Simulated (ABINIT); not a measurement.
Crystal: GaN.

```
Ga N
1.0
     3.18000    0.00000    0.00000
    -1.59000    2.75396    0.00000
     0.00000    0.00000    5.16600
Ga N
2 2
Cartesian
  1.5900 0.9180 2.5830
  0.0000 1.8360 0.0000
  1.5900 0.9180 4.5203
  0.0000 1.8360 1.9373
```

Base run:

- Program: ABINIT 10.8.3 (patched build)
- Functional: PBEsol
- Potentials or basis: PseudoDojo NC SR PBEsol v0.4.1 standard
- Cutoff: 1143 eV
- k mesh: 8 × 8 × 4
- Occupations: fermi-dirac, width 0.05 eV
- Spin: no spin polarisation

Its results: band gap on the k mesh 1.95 eV, direct; pressure 1.2 GPa; largest force 0.133 eV/Å.

After a change of settings the same cell gave: band gap on the k mesh 1.95 eV, direct; pressure -0.9 GPa; largest force 0.133 eV/Å. Which change was it?
A. functional from PBEsol to PBE; potentials or basis from PseudoDojo NC SR PBEsol v0.4.1 standard to PseudoDojo NC SR PBE v0.4.1 standard
B. cutoff from 1143 eV to 980 eV
C. functional from PBEsol to LDA; potentials or basis from PseudoDojo NC SR PBEsol v0.4.1 standard to PseudoDojo NC SR LDA v0.4.1 standard; cutoff from 1143 eV to 1088 eV

B.

Not every run made on this cell is shown here.
